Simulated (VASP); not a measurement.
Set up this calculation in VASP 6.6.1, as the native input.

```yaml
Task: single point
Functional: r2SCAN
Potentials_or_basis: VASP PAW PBE potentials, release 64 (Ca_sv, F)
Cutoff: 520 eV
k_mesh: 8 × 8 × 8
Occupations: gaussian, width 0.01 eV
Spin: no spin polarisation
Dipole_correction: no
Further_INCAR_settings: ALGO = Normal; EDIFF = 1e-06; NBANDS = 19
```

CaF2:

```
Ca F
1.0
     0.00000    2.84850    2.84850
     2.84850    0.00000    2.84850
     2.84850    2.84850    0.00000
Ca F
1 2
Direct
  0.00000 0.00000 0.00000
  0.25000 0.25000 0.25000
  0.75000 0.75000 0.75000
```

The cell was built by a generator and needn't be a form met in nature.

The cell isn't the ideal one: hydrostatic strain +4.7%.

These files were run (other wordings do the same):

POSCAR

```
CaF2
1.0
    0.0000000000      2.8485016806      2.8485016806
    2.8485016806      0.0000000000      2.8485016806
    2.8485016806      2.8485016806      0.0000000000
Ca F
1 2
Direct
    0.0000000000      0.0000000000      0.0000000000
    0.2500000000      0.2500000000      0.2500000000
    0.7500000000      0.7500000000      0.7500000000
```

INCAR.step1

```
PREC = Accurate
ENCUT = 520
ISMEAR = 0
SIGMA = 0.01
LREAL = False
LASPH = True
NELM = 60
NBANDS = 19
GGA = PE
ALGO = Normal
EDIFF = 1E-4
LWAVE = True
LCHARG = False
```

INCAR.step2

```
PREC = Accurate
ENCUT = 520
EDIFF = 1E-6
ISMEAR = 0
SIGMA = 0.01
LREAL = False
LASPH = True
NELM = 60
ALGO = Normal
ISIF = 2
LWAVE = False
LCHARG = True
METAGGA = R2SCAN
LMIXTAU = True
LELF = True
LVHAR = True
NBANDS = 19
ISTART = 1
```

KPOINTS

```
regular mesh
0
Gamma
  8 8 8
```

Potentials or basis: VASP PAW PBE potentials, release 64 (Ca_sv, F).

Command:

```sh
$ cat potpaw_PBE.64/Ca_sv/POTCAR potpaw_PBE.64/F/POTCAR > POTCAR
$ cp INCAR.step1 INCAR
$ mpirun -np 1 vasp_std > vasp.out
$ cp INCAR.step2 INCAR
$ mpirun -np 1 vasp_std > vasp.out
```

Results of the run:

The pressure is -8.9 GPa. The band gap on the k mesh is 7.24 eV, indirect (least direct gap 7.47 eV).

Caveat: the PAW data sets were made with another functional, which shifts forces and pressure a little.

It took 93 s on 1 thread of Intel(R) Xeon(R) Platinum 8559C (Emerald Rapids), on a shared host, peak memory 0.17 GiB.
